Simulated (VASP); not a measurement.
Data:

```xyz
2
Lattice="0.0000 3.0899 3.0899 3.0899 0.0000 3.0899 3.0899 3.0899 0.0000" Properties=species:S:1:pos:R:3 pbc="T T T"
Al     0.0000     0.0000     0.0000
Sb     1.5450     1.5450     1.5450
```

Method: AM05 GGA, VASP's PBE PAW potentials (set 64) (plane waves; VASP). Settings: 520 eV cut-off, 8×8×8 Γ-centred mesh, tetrahedra with Blöchl corrections, potentials Al Sb.

Unless said otherwise, spin-orbit coupling is left out, though it shifts the bands of the heavy elements here.

### Question
Predict the energy per atom (σ→0), band gap (on the k-mesh) with the smallest direct gap where there is one.

### Answer

- band gap (on the k-mesh) = 1.23 eV
- smallest direct gap (on the k-mesh) = 1.44 eV
- energy per atom (σ→0) = -4.224 eV/atom

Total energies compare only between runs with the same potentials, cut-off and functional.

The compound is AlSb in the zinc blende structure. It was relaxed first.
